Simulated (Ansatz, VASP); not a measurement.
# Two plane-wave programs on C

```
C
1.0
     0.00000    1.74997    1.92724
     1.74997    0.00000    1.92724
     1.74997    1.74997    0.00000
C
2
Direct
  0.50000 0.50000 0.50000
  0.75000 0.75000 0.75000
```

Alike in both runs: task single point; functional LDA; k mesh 12 × 12 × 12; occupations gaussian, width 0.05 eV; no spin polarisation.

```csv
,VASP,Ansatz
version,VASP 6.6.1,Ansatz 0.2.0
potentials or method,"VASP PAW LDA potentials, release 64 (C)","scalar-relativistic, plane waves, PAW"
plane-wave cutoff (eV),520,520
valence electrons in the cell,8,8
```

|  | VASP | Ansatz | Ansatz less VASP |
| --- | --- | --- | --- |
| gap on the k mesh at the Fermi level (eV) | 2.86 | 2.86 | +0.008 |
| least direct gap on the mesh (eV) | 4.61 | 4.61 | -0.001 |
| pressure (GPa) | -26.9 | -28.2 | -1.32 |
| largest component of the traceless stress (GPa) | 62.31 | 62.37 | +0.064 |

Ansatz warned: «pseudo_functional_mismatch».

Caveats: so large a pressure means that the cell lies far from this level's equilibrium, or that cutoff or potentials fall short (VASP).
